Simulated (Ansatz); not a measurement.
# How NaH absorbs and reflects light

What colour and refractive index does NaH have at this level of theory?

Main program and level: Ansatz 0.2.0; DFT, PBE, plane-wave PAW, default files, scalar-relativistic, independent-particle optical response without local fields.

### Step 1. The starting structure

The structure is cubic, space group Fm-3m (No. 225). Conventional cell: a = 4.880 Å, b = 4.880 Å, c = 4.880 Å, α = 90.00°, β = 90.00°, γ = 90.00°. Nearest to Na lie 6 H at 2.44 Å. Nearest to H lie 6 Na at 2.44 Å. Farther neighbours are not listed.

### Step 2. Ground state and bands

The self-consistent density comes first; it also tells whether there is a gap, which decides the occupations and the need for a Drude term.

This step: DFT, PBE, plane-wave PAW, default files, scalar-relativistic, ground state (Ansatz 0.2.0).

Contents of input.yaml:

```yaml
crystal:
  lattice:
    - [0.0, 2.44, 2.44]
    - [2.44, 0.0, 2.44]
    - [2.44, 2.44, 0.0]
  atoms:
    - { symbol: Na, position: [0.0, 0.0, 0.0] }
    - { symbol: H, position: [0.5, 0.5, 0.5] }
kpoints:
  mp_grid: { grid: [8, 8, 8] }
  band_path:
    path:
      - [[0.0, 0.0, 0.0], [0.5, 0.0, 0.5], [0.5, 0.25, 0.75], [0.375, 0.375, 0.75], [0.0, 0.0, 0.0], [0.5, 0.5, 0.5], [0.625, 0.25, 0.625], [0.5, 0.25, 0.75], [0.5, 0.5, 0.5], [0.375, 0.375, 0.75]]
      - [[0.625, 0.25, 0.625], [0.5, 0.0, 0.5]]
    npoints: 6
scf:
  occupations: { method: fermi_dirac, width: 0.05 }
  n_extra_bands: 6
hamiltonian:
  xc: pbe
  pseudopotentials: { kind: paw }
output:
  forces: true
  stress: true
  populations: true
  write_bands: true
  write_density: true
  write_potential: true
  elf: true
  volumetric_format: npy
```

Started as:

```
ansatz run input.yaml --threads 4 --pin off --max-ram 8192MiB --backend cpu --events-out ev --progress --plain --runs-dir out
```

Numbers of over 12 decimals in the logs are rounded to 6 here.

What it wrote:

```text
scf.n_extra_bands = 6 over 5 filled bands (N_el = 10.0): the run solves 11 bands
Engine: ansatz 0.2.0, x86_64-unknown-linux-gnu
Pseudopotentials: kind: paw
Pseudopotential: Na, paw, valence charge 9, recommended cutoff 420 eV (normal), Na.paw.azcp
Pseudopotential: H, paw, valence charge 1, recommended cutoff 420 eV (normal), H.paw.azcp
Functional definition: PBE
  parameter kappa = 0.804
  parameter beta = 0.066725
  exchange = pbe_x(kappa = kappa, mu = beta*pi^2/3)
  correlation = pbe_c(beta = beta)
Crystal: 2 atoms, lattice volume = 29.054 Å³
Basis set: ecut = 420 eV, 537 PW (Γ), exchange–correlation on 48×48×48 points (8 copies of the dense FFT grid, shifted against one another)
Bands: 11, of which v1, the nominal top of the filled ones, is band 5 counted from 1 (4 counted from 0)
Symmetry: 48 space group operations
Space group: Fm-3m (ITA 225), of the structure as read, at distance tolerance 3.1e-5 Å
k-points: 29 of 512
Non-local potential: Na, projectors of the file, l = 0: 3, l = 1: 2, l = 2: 1
Non-local potential: H, projectors of the file, l = 0: 2, l = 1: 1
PAW form: soft (Blöchl's): semilocal exchange-correlation on the pseudo side does not see the compensation charge
PAW one-centre angular grid: Na, 110 points (default); XC on 64 Gauss nodes
PAW one-centre angular grid: H, 110 points (default); XC on 64 Gauss nodes
Initial density: superposition of atomic densities (neutral atoms: chi_scale 0, normalization atom), corrected by the library's trained network
Initial wavefunctions: pseudopotential atomic-orbital guess
Functional: x = pbe(κ = 0.804, μ = 0.219515), c = pbe(β = 0.066725)
SCF iter   1: F=—  HF=-1502.678866 eV  |F-HF|=—  |Δ(HF+E_count)|=         —  Δρ=4.09e-4  dr2=3.06e-5  ethr=1.77e-3  ⟨swp⟩=5.2  Hψ=1950  notcnv=0  defer=16
preconditioner: auto → none  [insulator: Δε(μ)=3.703 eV  Ē_g=13.402 eV  σ=0.050 eV  W_gap=1.00  n_scr=8 (ndim 8)  ℏωp=9.7 eV  f_vac=0.000  D(μ)=0.00/eV (n_scr^D=0)  ε∞_Penn≈1.5]
SCF iter   2: F=—  HF=-1502.678747 eV  |F-HF|=—  |Δ(HF+E_count)|=   1.19e-4  Δρ=3.59e-4  dr2=3.11e-5  ethr=3.06e-7  ⟨swp⟩=2.4  Hψ=713  notcnv=0  defer=23
SCF iter   3: F=—  HF=-1502.678769 eV  |F-HF|=—  |Δ(HF+E_count)|=   2.19e-5  Δρ=6.65e-5  dr2=2.86e-7  ethr=3.06e-7  ⟨swp⟩=2.0  Hψ=304  notcnv=0  defer=23
iter 4 did not close the SCF: its close was put off for the readings that it lacked (scf_convergence_deferred on its scf_iter line)
SCF iter   4: F=-1502.678773 eV  HF=-1502.678773 eV  |F-HF|=2.89e-7  |Δ(HF+E_count)|=   3.87e-6  Δρ=1.73e-5  dr2=2.12e-8  ethr=2.86e-9  ⟨swp⟩=3.0  Hψ=391  notcnv=0  defer=23
iter 5 did not close the SCF: its close was put off for the readings that it lacked (scf_convergence_deferred on its scf_iter line)
SCF iter   5: F=-1502.678773 eV  HF=-1502.678773 eV  |F-HF|=7.12e-9  |Δ(HF+E_count)|=   3.15e-7  Δρ=9.78e-6  dr2=2.29e-8  ethr=2.12e-10  ⟨swp⟩=2.6  Hψ=355  notcnv=0  defer=23
SCF iter   6: F=-1502.678773 eV  HF=-1502.678773 eV  |F-HF|=1.15e-9  |Δ(HF+E_count)|=   1.83e-9  Δρ=2.87e-6  dr2=1.94e-9  ethr=2.12e-10  ⟨swp⟩=7.3  Hψ=1582  notcnv=0
SCF 1 converged in 6 iterations: F = -1502.678773 eV  dr2 = 1.94e-9
  greatest PAW one-centre occupation: 0.999 electrons in one spin orbital (limit 2), on the Na atom at site 0 (counted from 0), in its partial waves of l = 0
NSCF: frozen V_eff on 62 k-points
SCF converged after 6 iterations
Free energy (F): -1502.678773 eV
Harris-Foulkes:  -1502.678773 eV  (|F-HF|=1.15e-9)
Internal energy: -1502.678773 eV  (E = F + TS)
E sigma→0 (E₀):  -1502.678773 eV
Fermi energy:    2.560495 eV
--- Per-component energies (eV) ---
  E_band       = -229.076364
  E_kinetic    = 133.971601
  E_local      = -1338.351458  (includes V_loc(G=0)·N_el)
  E_nonlocal   = 116.498958
  E_hartree    = 480.475474
  E_xc         = -48.092786
  E_vxc        = -61.851525  (∫ρ·V_xc dr)
  E_paw        = -263.560120  (= ΣΔE_a)
  E_vpaw       = -40.293442  (= ΣTr[D̂ρ^β])
  E_aug_tail   = -0.001215  (compensation charges beyond the density's cutoff)
  E_ewald      = -583.619228
  E_smearing   = -0.000000  (= −TS)
  E_closure    = 0.000000  (closes the sum)
  Σ components = -1502.678773   (vs F -1502.678773, Δ=0.00e0)
--- Forces (eV/Å), atoms counted from 1 ---
  atom   1  Na    -0.00000000     0.00000000    -0.00000000
  atom   2  H      0.00000000    -0.00000000    -0.00000000
  max |Σ_I F_I| component: 1.20e-30 eV/Å
--- Stress (GPa, compression-positive) ---
       -0.653058       0.000000       0.000000
        0.000000      -0.653058      -0.000000
       -0.000000       0.000000      -0.653058
  P = ⅓ Tr σ = -0.6531 GPa (-6.531 kbar)
--- Band table (eV; the first three rows and the last of 29) ---
  k-point 0: bands = [... 1 lower, -21.4787, -21.4787, -21.4787, -2.8497, 10.8463, 16.0605, 16.0605, 16.0605, ... 2 higher]
  k-point 1: bands = [... 1 lower, -21.4912, -21.4802, -21.4802, -2.5889, 10.0019, 13.4708, 15.2413, 15.2413, ... 2 higher]
  k-point 2: bands = [... 1 lower, -21.5212, -21.4839, -21.4839, -1.8474, 7.7687, 12.0030, 14.4726, 14.4726, ... 2 higher]
  k-point 28: bands = [... 1 lower, -21.5308, -21.5308, -21.5093, 0.6790, 6.6305, 6.6305, 8.8800, 16.7030, ... 2 higher]
--- Löwdin populations: 2 sites ---
  site symbol       q [e]
     0     Na      8.4106
     1      H      1.5663
  spilling = 0.002311 (of n_electrons = 10.000000)
```

The job ended after 0.21 s (4 threads of AMD EPYC 9R45, shared host; peak memory 0.32 GiB).

Numbers from this step:

| Quantity | Value |
| --- | --- |
| free energy | -1502.6788 eV |
| Fermi energy | 2.560 eV |
| gap by band count | 3.714 eV |
| electrons | 10 |
| symmetry operations | 48 |
| pressure | -0.6531 GPa |
| gap on the k-mesh | 3.714 eV |
| volume | 29.05 Å³ |
| gap on the path | 3.714 eV |
| least direct gap on the path | 4.557 eV |

There is a gap, 3.71 eV on the path, so no carriers' term is needed. The cell is left with a pressure of -0.7 GPa, as it stands unrelaxed at this level.

The electronic bands at the labelled points (eV, zero at the Fermi level; v1 is the highest filled band, c1 the lowest empty one):

```
    point     v1    c1     c2     c3     c4
        Γ  -5.41  8.29  13.50  13.50  13.50
  halfway  -4.10  5.46   9.60   9.88   9.88
        X  -2.05  2.69   8.04   8.61   8.61
  halfway  -1.97  3.04   5.82   7.06  11.60
        W  -1.88  4.07   4.07   6.32  14.14
  halfway  -1.95  3.55   4.41   7.22  12.21
        K  -1.99  3.38   4.38   9.20   9.69
  halfway  -3.95  4.96   7.05  11.87  12.21
        Γ  -5.41  8.29  13.50  13.50  13.50
  halfway  -4.41  5.21   9.44  11.91  11.91
        L  -2.73  1.83   8.70  11.32  11.32
  halfway  -2.44  2.41   6.18  10.20  11.08
        U  -1.99  3.38   4.38   9.20   9.69
  halfway  -1.95  3.55   4.41   7.22  12.21
        W  -1.88  4.07   4.07   6.32  14.14
  halfway  -2.36  2.60   5.82   8.94  12.75
        L  -2.73  1.83   8.70  11.32  11.32
  halfway  -2.44  2.41   6.18  10.20  11.08
        K  -1.99  3.38   4.38   9.20   9.69
jump to U  -1.99  3.38   4.38   9.20   9.69
  halfway  -2.01  2.87   6.12   8.75   9.11
        X  -2.05  2.69   8.04   8.61   8.61
```

The electronic bands as a text plot (rows in eV, shown from -5.4 to 7.8 only):

```
    7.6 | +       ++            ++                  +           +
    7.0 |  ++          +     ++     ++     +       +  +   +
    6.5 |          ++++        +            +    ++        +
    5.9 |                                            +         +
    5.3 |    +      +      ++         +      +              +
    4.8 |            +       ++                     +         +
    4.2 |     ++      +++++                   ++++++         +
    3.7 |            +++  +++          +        ++ +
    3.1 |       +   +   ++                    ++    +        ++
    2.6 |        +++                    +   ++       +     ++  ++
    2.0 |                                +++          +++++
    1.5 |
    0.9 |
    0.4 |
   -0.2 |
   -0.7 |
   -1.3 |
   -1.8 |        *********                    ******         ****
   -2.4 |       *         *                ***      ***   ***
   -2.9 |                  **           ***            ***
   -3.5 |     **                       *
   -4.0 |    *               **
   -4.6 |  **                  *      *
   -5.1 |**                     ******
         Γ       X    W  K        Γ      L     U  W     L   K|U X
```

Valence density in the ac plane of the conventional cell at fractional y = 0.000, with atoms of Na and H within 0.2 Å of it. It is the smooth field of the valence electrons, not physical close to the nuclei.

Values in e/Å³, 13 rows by 14 columns, each cell a mean:
```
13  5  0  0  0  0  1  1  0  0  0  0  2  9
 2  1  0  0  0  0  0  0  0  0  0  0  0  1
 0  0  0  0  0  0  0  0  0  0  0  0  0  0
 0  0  0  0  0  0  0  0  0  0  0  0  0  0
 0  0  0  0  0  0  1  2  1  0  0  0  0  0
 1  0  0  0  0  1  9 12  4  0  0  0  0  1
 1  1  0  0  0  2 13 17  7  1  0  0  0  1
 1  0  0  0  0  1  4  6  2  0  0  0  0  0
 0  0  0  0  0  0  0  0  0  0  0  0  0  0
 0  0  0  0  0  0  0  0  0  0  0  0  0  0
 0  0  0  0  0  0  0  0  0  0  0  0  0  0
 6  2  0  0  0  0  0  0  0  0  0  0  1  4
17  6  1  0  0  0  1  1  1  0  0  0  2 13
```

ELF in the ac plane of the conventional cell at fractional y = 0.000, with atoms of Na and H within 0.2 Å of it. It is the smooth field of the valence electrons, not physical close to the nuclei.

Ten even steps from '0' (0.28 × 1e-1) to '9' (9.99 × 1e-1), each cell a mean:
```
45206999992044
43005999982024
00002455530000
44300000000144
99820144300599
99920454520699
99921542520699
99820355510699
88610022100478
11100111100011
21003788861001
54106999982035
35206999992054
```

(Continued in part 2 of 2.)

[Logs are printed without paths, hosts, clocks, repeated set-up lines and the standing remarks that a program may print on its own settings, such as how far it seeks lower states.]

[Hosts, paths, dates, database ids (printed as entryN), source tags and the programs' standing remarks are cut or masked in the printed files.]
